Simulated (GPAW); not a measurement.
# ZnSe (Stilleite) (F-43m) in GPAW: reference runs

Reference runs on ZnSe (Stilleite): the cell as given and a disturbed copy.

Everything below comes from runs of GPAW 26.7.0. Logs are shortened: lines on timing, memory, paths and dates and some standing lists are left out, and cuts for length are marked. The log counts tension as positive stress, the text compression.

**Measured values to compare with.**

“Alloy Disordering Effects on the Thermal Conductivity and Energy Gap Temperature Dependence of Cd1−xZnxSe Ternary Crystals Grown by the Bridgman Method”, 2023, pmc:10253836 reports, for a bulk crystal of ZnSe at 300 K: band gap 2.695 ± 0.003 eV (an exciton energy, a little under the gap).

The results are compared with them further down.

## 1. Starting point

The structure is cubic, space group F-43m (No. 216). The conventional cell has a = 5.668 Å, b = 5.668 Å, c = 5.668 Å, α = 90.00°, β = 90.00°, γ = 90.00°. Se (site symmetry -43m) has 4 Zn at 2.45 Å as nearest neighbours. Around Zn (site symmetry -43m) lie 4 Se at 2.45 Å.

## 2. Single point, PBE

The input, run.py:

```python
from ase import Atoms
from ase.dft.bandgap import bandgap
from ase.io import write
from ase.units import GPa
from gpaw import GPAW, PW

atoms = Atoms(['Se', 'Zn'],
              cell=[[0.0, 2.8338, 2.8338],
                    [2.8338, 0.0, 2.8338],
                    [2.8338, 2.8338, 0.0]],
              scaled_positions=[[0.75, 0.75, 0.75],
                                [0.0, 0.0, 0.0]],
              pbc=True)

calc = GPAW(mode=PW(600),
            xc='PBE',
            kpts={'size': (8, 8, 8), 'gamma': True},
            occupations={'name': 'fermi-dirac', 'width': 0.05},
            nbands=18,
            convergence={'density': 1e-05, 'energy': 1e-05},
            maxiter=150,
            txt='gpaw.txt')
atoms.calc = calc
energy = atoms.get_potential_energy()
forces = atoms.get_forces()
stress = atoms.get_stress()
calc.write('gs.gpw')
write('result.traj', atoms)
print(f'Energy: {energy:.6f} eV')
print('Forces (eV/A):')
print(forces.round(4))
print('Stress (GPa):', (stress / GPa).round(3))
print('Fermi level:', round(calc.get_fermi_level(), 4), 'eV')
print(f'Gap: {bandgap(calc)[0]:.4f} eV, direct: {bandgap(calc, direct=True)[0]:.4f} eV')
```

Potentials or basis: GPAW PAW data sets (gpaw-data 1.2.1), pw.

The run is started by

```bash
OMP_NUM_THREADS=1 python run.py
```

gpaw.txt:

```text
__  _  _
 | _ |_)|_||  |
 |__||  | ||/\| - 26.7.0

Input parameters:
  mode=PW(ecut=600.0),
  convergence={'density': 1e-05, 'energy': 1e-05},
  kpts=MonkhorstPack(size=(8, 8, 8), gamma=True),
  maxiter=150,
  nbands=18,
  occupations=Occupations(name='fermi-dirac', width=0.05),
  xc=XC(name='PBE')

Diagonalizing LCAO Hamiltonian
Converting LCAO to pw mode

                    Se

       Zn

Atoms  # Å, Bohr magnetons
|   | symbol |        x |        y |        z |    initial magnetic moments |
|---|--------|----------|----------|----------|-----------------------------|
| 0 |     Se | 4.250700 | 4.250700 | 4.250700 | ( 0.0000,  0.0000,  0.0000) |
| 1 |     Zn | 0.000000 | 0.000000 | 0.000000 | ( 0.0000,  0.0000,  0.0000) |

Unit cell  # Å
| periodic |        x |        y |        z |  lengths |    angles |
|----------|----------|----------|----------|----------|-----------|
|      yes | 0.000000 | 2.833800 | 2.833800 | 4.007598 | 60.000000 |
|      yes | 2.833800 | 0.000000 | 2.833800 | 4.007598 | 60.000000 |
|      yes | 2.833800 | 2.833800 | 0.000000 | 4.007598 | 60.000000 |

Number of symmetries: 24
Symmetry operations  # r_c * U_cc + t_c -> r_c
|    | kind |            matrix            |
|----|------|------------------------------|
|  0 |  E   |  1, 0, 0,  0, 1, 0,  0, 0, 1 |
|  1 |  σ   |  1, 0, 0,  0, 0, 1,  0, 1, 0 |
|  2 |  σ   |  1, 0,-1,  0, 1,-1,  0, 0,-1 |
|  3 |  C3  |  1, 0,-1,  0, 0,-1,  0, 1,-1 |
|  4 |  C3  |  1,-1, 0,  0,-1, 1,  0,-1, 0 |
|  5 |  σ   |  1,-1, 0,  0,-1, 0,  0,-1, 1 |
|  6 |  σ   |  0, 1, 0,  1, 0, 0,  0, 0, 1 |
|  7 |  C3  |  0, 1, 0,  0, 0, 1,  1, 0, 0 |
|  8 |  C2  |  0, 1,-1,  1, 0,-1,  0, 0,-1 |
|  9 |  S4  |  0, 1,-1,  0, 0,-1,  1, 0,-1 |
| 10 |  C3  |  0, 0, 1,  1, 0, 0,  0, 1, 0 |
| 11 |  σ   |  0, 0, 1,  0, 1, 0,  1, 0, 0 |
| 12 |  S4  |  0, 0,-1,  1, 0,-1,  0, 1,-1 |
| 13 |  C3  |  0, 0,-1,  0, 1,-1,  1, 0,-1 |
| 14 |  S4  |  0,-1, 1,  1,-1, 0,  0,-1, 0 |
| 15 |  C2  |  0,-1, 1,  0,-1, 0,  1,-1, 0 |
| 16 |  C3  |  0,-1, 0,  1,-1, 0,  0,-1, 1 |
| 17 |  S4  |  0,-1, 0,  0,-1, 1,  1,-1, 0 |
| 18 |  S4  | -1, 1, 0, -1, 0, 1, -1, 0, 0 |
| 19 |  C3  | -1, 1, 0, -1, 0, 0, -1, 0, 1 |
| 20 |  C3  | -1, 0, 1, -1, 1, 0, -1, 0, 0 |
| 21 |  S4  | -1, 0, 1, -1, 0, 0, -1, 1, 0 |
| 22 |  σ   | -1, 0, 0, -1, 1, 0, -1, 0, 1 |
| 23 |  C2  | -1, 0, 0, -1, 0, 1, -1, 1, 0 |

BZ-sampling:
  Number of BZ points: 512
  Number of IBZ points: 29

  Monkhorst-Pack size: [8, 8, 8]
  Monkhorst-Pack shift: [0.0625, 0.0625, 0.0625]

K-points  # in reciprocal-cell coordinates
|     |                                coordinates |     weight |
|-----|--------------------------------------------|------------|
|   0 | (  0.00000000,   0.00000000,   0.00000000) | 0.00195312 |
|   1 | (  0.12500000,   0.12500000,   0.00000000) | 0.01171875 |
|   2 | (  0.12500000,   0.12500000,   0.12500000) | 0.01562500 |
|   3 | (  0.25000000,   0.12500000,   0.12500000) | 0.02343750 |
|   4 | (  0.25000000,   0.25000000,   0.00000000) | 0.01171875 |
|   5 | (  0.25000000,   0.25000000,   0.12500000) | 0.04687500 |
|   6 | (  0.25000000,   0.25000000,   0.25000000) | 0.01562500 |
|   7 | (  0.37500000,   0.25000000,  -0.37500000) | 0.04687500 |
|   8 | (  0.37500000,   0.25000000,   0.12500000) | 0.04687500 |
|   9 | (  0.37500000,   0.25000000,   0.25000000) | 0.04687500 |
| ... |                                            |            |
|  28 | (  0.50000000,   0.50000000,   0.50000000) | 0.00781250 |

Plane wave coefficients: 1540
Cutoff: 600.0 eV

Spin-components: 1 (collinear spins)
Bands:           18
Projectors:      11
Spin-degeneracy: 2
Datatype:        complex128

Density:
  Valence electrons: 18.0
  Components: 1
  Grid points: [24 24 24]
  Charge: 0.0  # |e|

Potential:
  Grid points: [24 24 24]

species:
  Se:
    name:    Selenium
    Z:       34.0
    valence: 6
    core:    28
    charge:  0.0  # [|e|]
    compensation charges:
      type: gauss
      rc: 0.27  # [Å]
      lmax: 2
    cutoffs:
      filter: 1.77  # [Å]
      core: 2.67  # [Å]
    projectors
    | kind |    occ | energy [eV] | rcut [Å] |
    |------|--------|-------------|----------|
    |   4s |  2.000 |     -17.277 |    0.847 |
    |   4p |  4.000 |      -6.512 |    1.005 |
    |    s |        |       9.935 |    0.847 |
    |    p |        |      20.699 |    1.005 |
    |    d |        |       0.000 |    0.847 |

    Using partial waves for Se as LCAO basis

  Zn:
    name:    Zinc
    Z:       30.0
    valence: 12
    core:    18
    charge:  0.0  # [|e|]
    compensation charges:
      type: gauss
      rc: 0.37  # [Å]
      lmax: 2
    cutoffs:
      filter: 2.14  # [Å]
      core: 2.28  # [Å]
    projectors
    | kind |    occ | energy [eV] | rcut [Å] |
    |------|--------|-------------|----------|
    |   4s |  2.000 |      -5.977 |    1.286 |
    |   4p |  0.000 |      -1.117 |    1.270 |
    |   3d | 10.000 |     -10.142 |    1.180 |
    |    s |        |      21.234 |    1.286 |
    |    p |        |      26.095 |    1.270 |
    |    d |        |      17.070 |    1.180 |

    Using partial waves for Zn as LCAO basis

Reference energy: -114964.858784  # eV

eigensolver:
  PPCG
  Converge bands: occupied
  niter=2

density mixing:
  MSR1-Mixer
  Pratt-step length: 0.05
  Maximum mixing coefficient: 0.75
  Old densities: 10
  SVD Regularization: 0.005
  Good broyden scale: 1.0
  Trust region scale: 1.0
  Backstep threshold: 4.0
  History deletion threshold: 6.0
  Fourier metric: weight=20.0, sigma=0.015

occupation numbers:
  Fermi-Dirac:
    width: 0.0500  # eV

poisson solver:
  ecut: 4800.0  # eV

xc functional:
  name: PBE with 2 nearest neighbor stencil

convergence criteria:
- Maximum integral of absolute [dens]ity change: 1e-05 electrons / valence electron
- Maximum [total energy] change in last 3 cyles: 1e-05 eV / valence electron
- Maximum integral of absolute [eigenst]ate change: 4e-08 eV^2 / valence electron
maximum number of iterations: 150

SCF iterations
|iter     | |      energy | eigst |  dens |
|---------|-|-------------|-------|-------|
|iter:   1| |   -6.339548 | -0.25 |       |
|iter:   2| |   -6.282171 | -2.22 | -1.24 |
|iter:   3| |   -6.100369 | -1.65 | -1.28 |
|iter:   4| |   -6.100329 | -2.63 | -1.83 |
|iter:   5| |   -6.101408 | -3.71 | -2.31 |
|iter:   6| |   -6.101380 | -4.25 | -2.93 |
|iter:   7| |   -6.101403c| -5.24 | -3.51 |
|iter:   8| |   -6.101407c| -6.03 | -3.93 |
|iter:   9| |   -6.101407c| -8.14c| -5.04c|

Converged in 9 steps
Energy contributions relative to reference atoms: (reference = -114964.858784)

Energy contributions:
  Kinetic:          13.004586
  Coulomb:         -11.065267
  Zero:             -0.038423
  External:          0.000000
  Xc:               -8.002304
  Entropy:          -0.000000
  Spinorbit:         0.000000
  ----------------------------
  Free energy:      -6.101407
  Extrapolated:     -6.101407

dipole moment: (-7.090447, -7.090447, -7.090447)  # |e|*Ang

Fermi level: 4.555
Eigenvalues  # (at kpt = [0.000, 0.000, 0.000])
| band index |      eig [eV] | occ [0-2] |
|------------|---------------|-----------|
|          0 |        -9.375 |     2.000 |
|          1 |        -2.645 |     2.000 |
|          2 |        -2.645 |     2.000 |
|          3 |        -2.645 |     2.000 |
|          4 |        -2.279 |     2.000 |
|          5 |        -2.279 |     2.000 |
[... 10 lines left out ...]
|         16 |        16.945 |     0.000 |
|         17 |        16.945 |     0.000 |

Gap: 1.298 eV
Transition (v -> c):
  (s=0, k=0, n=8, [0.00, 0.00, 0.00]) -> (s=0, k=0, n=9, [0.00, 0.00, 0.00])
No difference between direct/indirect transitions

Forces  # eV/Ang
|       x |       y |       z |
|---------|---------|---------|
| 0.00000 | 0.00000 | 0.00000 |  # Se   0
| 0.00000 | 0.00000 | 0.00000 |  # Zn   1

Stress tensor  # eV/Ang^3
|         x |         y |         z |
|-----------|-----------|-----------|
| -0.013034 | -0.000000 | -0.000000 |
| -0.000000 | -0.013034 | -0.000000 |
| -0.000000 | -0.000000 | -0.013034 |

# Writing to gs.gpw (mode='')
```

Run time: 17 s. Hardware: 1 thread of Arm Neoverse V1, shared host; peak memory 0.16 GiB.

Results:

```yaml
Free_energy: -6.1014 eV
Pressure: 2.1 GPa
Band_gap_on_the_k_mesh: 1.30 eV, direct
```

Levels at points of the mesh, in eV from the valence-band top:
| k point | band 6 | band 7 | band 8 | band 9 | band 10 | band 11 | band 12 | band 13 |
| --- | --- | --- | --- | --- | --- | --- | --- | --- |
| (0.00, 0.00, 0.00) | -6.15 | 0.00 | 0.00 | 0.00 | 1.30 | 5.81 | 5.81 | 5.81 |
| (0.50, 0.50, 0.00) | -5.97 | -4.74 | -2.18 | -2.18 | 2.99 | 3.47 | 10.73 | 11.25 |
| (0.50, 0.50, 0.50) | -5.99 | -5.22 | -0.87 | -0.87 | 2.55 | 6.39 | 6.39 | 8.57 |

## 3. Single point, PBE (atoms moved at random, drawn with an rms of 0.05 Å)

Edit run.py of step 2 so:

```diff
@@ -10,4 +10,4 @@
                     [2.8338, 2.8338, 0.0]],
-              scaled_positions=[[0.75, 0.75, 0.75],
-                                [0.0, 0.0, 0.0]],
+              scaled_positions=[[0.749229, 0.752418, 0.748792],
+                                [-0.009201, -0.008646, 0.007868]],
               pbc=True)
```

Potentials or basis: GPAW PAW data sets (gpaw-data 1.2.1), pw.

The run is started by

```bash
OMP_NUM_THREADS=1 python run.py
```

gpaw.txt:

```text
__  _  _
 | _ |_)|_||  |
 |__||  | ||/\| - 26.7.0

Input parameters:
  mode=PW(ecut=600.0),
  convergence={'density': 1e-05, 'energy': 1e-05},
  kpts=MonkhorstPack(size=(8, 8, 8), gamma=True),
  maxiter=150,
  nbands=18,
  occupations=Occupations(name='fermi-dirac', width=0.05),
  xc=XC(name='PBE')

Diagonalizing LCAO Hamiltonian
Converting LCAO to pw mode

                    Se

       Zn

Atoms  # Å, Bohr magnetons
|   | symbol |         x |         y |         z |    initial magnetic moments |
|---|--------|-----------|-----------|-----------|-----------------------------|
| 0 |     Se |  4.254129 |  4.245092 |  4.255367 | ( 0.0000,  0.0000,  0.0000) |
| 1 |     Zn | -0.002205 | -0.003777 | -0.050575 | ( 0.0000,  0.0000,  0.0000) |

Unit cell  # Å
| periodic |        x |        y |        z |  lengths |    angles |
|----------|----------|----------|----------|----------|-----------|
|      yes | 0.000000 | 2.833800 | 2.833800 | 4.007598 | 60.000000 |
|      yes | 2.833800 | 0.000000 | 2.833800 | 4.007598 | 60.000000 |
|      yes | 2.833800 | 2.833800 | 0.000000 | 4.007598 | 60.000000 |

Number of symmetries: 1
Symmetry operations  # r_c * U_cc + t_c -> r_c
|   | kind |            matrix            |
|---|------|------------------------------|
| 0 |  E   |  1, 0, 0,  0, 1, 0,  0, 0, 1 |

BZ-sampling:
  Number of BZ points: 512
  Number of IBZ points: 260

  Monkhorst-Pack size: [8, 8, 8]
  Monkhorst-Pack shift: [0.0625, 0.0625, 0.0625]

K-points  # in reciprocal-cell coordinates
|     |                                coordinates |     weight |
|-----|--------------------------------------------|------------|
|   0 | (  0.00000000,   0.00000000,   0.00000000) | 0.00195312 |
|   1 | (  0.00000000,   0.00000000,   0.12500000) | 0.00390625 |
|   2 | (  0.00000000,   0.00000000,   0.25000000) | 0.00390625 |
|   3 | (  0.00000000,   0.00000000,   0.37500000) | 0.00390625 |
|   4 | (  0.00000000,   0.00000000,   0.50000000) | 0.00195312 |
|   5 | (  0.00000000,   0.12500000,  -0.37500000) | 0.00390625 |
|   6 | (  0.00000000,   0.12500000,  -0.25000000) | 0.00390625 |
|   7 | (  0.00000000,   0.12500000,  -0.12500000) | 0.00390625 |
|   8 | (  0.00000000,   0.12500000,   0.00000000) | 0.00390625 |
|   9 | (  0.00000000,   0.12500000,   0.12500000) | 0.00390625 |
| ... |                                            |            |
| 259 | (  0.50000000,   0.50000000,   0.50000000) | 0.00195312 |

Plane wave coefficients: 1540
Cutoff: 600.0 eV

Spin-components: 1 (collinear spins)
Bands:           18
Projectors:      11
Spin-degeneracy: 2
Datatype:        complex128

Density:
  Valence electrons: 18.0
  Components: 1
  Grid points: [24 24 24]
  Charge: 0.0  # |e|

Potential:
  Grid points: [24 24 24]

species:
  Se:
    name:    Selenium
    Z:       34.0
    valence: 6
    core:    28
    charge:  0.0  # [|e|]
    compensation charges:
      type: gauss
      rc: 0.27  # [Å]
      lmax: 2
    cutoffs:
      filter: 1.77  # [Å]
      core: 2.67  # [Å]
    projectors
    | kind |    occ | energy [eV] | rcut [Å] |
    |------|--------|-------------|----------|
    |   4s |  2.000 |     -17.277 |    0.847 |
    |   4p |  4.000 |      -6.512 |    1.005 |
    |    s |        |       9.935 |    0.847 |
    |    p |        |      20.699 |    1.005 |
    |    d |        |       0.000 |    0.847 |

    Using partial waves for Se as LCAO basis

  Zn:
    name:    Zinc
    Z:       30.0
    valence: 12
    core:    18
    charge:  0.0  # [|e|]
    compensation charges:
      type: gauss
      rc: 0.37  # [Å]
      lmax: 2
    cutoffs:
      filter: 2.14  # [Å]
      core: 2.28  # [Å]
    projectors
    | kind |    occ | energy [eV] | rcut [Å] |
    |------|--------|-------------|----------|
    |   4s |  2.000 |      -5.977 |    1.286 |
    |   4p |  0.000 |      -1.117 |    1.270 |
    |   3d | 10.000 |     -10.142 |    1.180 |
    |    s |        |      21.234 |    1.286 |
    |    p |        |      26.095 |    1.270 |
    |    d |        |      17.070 |    1.180 |

    Using partial waves for Zn as LCAO basis

Reference energy: -114964.858784  # eV

eigensolver:
  PPCG
  Converge bands: occupied
  niter=2

density mixing:
  MSR1-Mixer
  Pratt-step length: 0.05
  Maximum mixing coefficient: 0.75
  Old densities: 10
  SVD Regularization: 0.005
  Good broyden scale: 1.0
  Trust region scale: 1.0
  Backstep threshold: 4.0
  History deletion threshold: 6.0
  Fourier metric: weight=20.0, sigma=0.015

occupation numbers:
  Fermi-Dirac:
    width: 0.0500  # eV

poisson solver:
  ecut: 4800.0  # eV

xc functional:
  name: PBE with 2 nearest neighbor stencil

convergence criteria:
- Maximum integral of absolute [dens]ity change: 1e-05 electrons / valence electron
- Maximum [total energy] change in last 3 cyles: 1e-05 eV / valence electron
- Maximum integral of absolute [eigenst]ate change: 4e-08 eV^2 / valence electron
maximum number of iterations: 150

SCF iterations
|iter     | |      energy | eigst |  dens |
|---------|-|-------------|-------|-------|
|iter:   1| |   -6.331999 | -0.25 |       |
|iter:   2| |   -6.274305 | -2.22 | -1.24 |
|iter:   3| |   -6.091529 | -1.65 | -1.28 |
|iter:   4| |   -6.091498 | -2.63 | -1.83 |
|iter:   5| |   -6.092584 | -3.71 | -2.31 |
|iter:   6| |   -6.092557 | -4.25 | -2.94 |
|iter:   7| |   -6.092579c| -5.23 | -3.51 |
|iter:   8| |   -6.092584c| -6.03 | -3.93 |
|iter:   9| |   -6.092584c| -8.13c| -5.04c|

Converged in 9 steps
Energy contributions relative to reference atoms: (reference = -114964.858784)

Energy contributions:
  Kinetic:          13.084038
  Coulomb:         -11.128496
  Zero:             -0.038546
  External:          0.000000
  Xc:               -8.009580
  Entropy:          -0.000000
  Spinorbit:         0.000000
  ----------------------------
  Free energy:      -6.092584
  Extrapolated:     -6.092584

dipole moment: (3.656598, 3.587905, 14.100058)  # |e|*Ang

Fermi level: 4.566
Eigenvalues  # (at kpt = [0.000, 0.000, 0.000])
| band index |      eig [eV] | occ [0-2] |
|------------|---------------|-----------|
|          0 |        -9.377 |     2.000 |
|          1 |        -2.680 |     2.000 |
|          2 |        -2.650 |     2.000 |
|          3 |        -2.619 |     2.000 |
|          4 |        -2.284 |     2.000 |
|          5 |        -2.283 |     2.000 |
[... 10 lines left out ...]
|         16 |        16.844 |     0.000 |
|         17 |        16.954 |     0.000 |

Gap: 1.243 eV
Transition (v -> c):
  (s=0, k=0, n=8, [0.00, 0.00, 0.00]) -> (s=0, k=0, n=9, [0.00, 0.00, 0.00])
No difference between direct/indirect transitions

Forces  # eV/Ang
|        x |        y |        z |
|----------|----------|----------|
| -0.03049 |  0.00409 | -0.31572 |  # Se   0
|  0.03049 | -0.00409 |  0.31577 |  # Zn   1

Stress tensor  # eV/Ang^3
|         x |         y |         z |
|-----------|-----------|-----------|
| -0.013736 | -0.007116 |  0.000104 |
| -0.007116 | -0.013741 | -0.000688 |
|  0.000104 | -0.000688 | -0.013216 |

# Writing to gs.gpw (mode='')
```

stdout:

```text
Energy: -6.092584 eV
Forces (eV/A):
[[-0.0305  0.0041 -0.3157]
 [ 0.0305 -0.0041  0.3158]]
Stress (GPa): [-2.201 -2.202 -2.117 -0.11   0.017 -1.14 ]
Fermi level: 4.566 eV
Gap: 1.2429 eV, direct: 1.2429 eV
```

Run time: 2.3 min. Hardware: 1 thread of Arm Neoverse V1, shared host; peak memory 0.34 GiB.

What came out:

- Free energy: -6.0926 eV
- Pressure: 2.2 GPa
- Largest force: 0.317 eV/Å
- Band gap on the k mesh: 1.24 eV, direct

Forces on the atoms (eV/Å):
```
Se  -0.030  0.004 -0.316
Zn   0.030 -0.004  0.316
```

## 4. Against experiment

Step 2. Measured gap of ZnSe: 2.695 eV (an exciton energy, a little under the gap; 300 K; “Alloy Disordering Effects on the Thermal Conductivity and Energy Gap Temperature Dependence of Cd1−xZnxSe Ternary Crystals Grown by the Bridgman Method”, 2023, pmc:10253836). This calculation gives 1.30 eV (-1.40 eV). So large a miss can be the level of theory's own, or it may mean another phase, state or a wrong row. Spin-orbit coupling on Se is left out. The value is that of PBE, without temperature or zero-point motion. Semilocal functionals fall short of measured gaps as a rule.
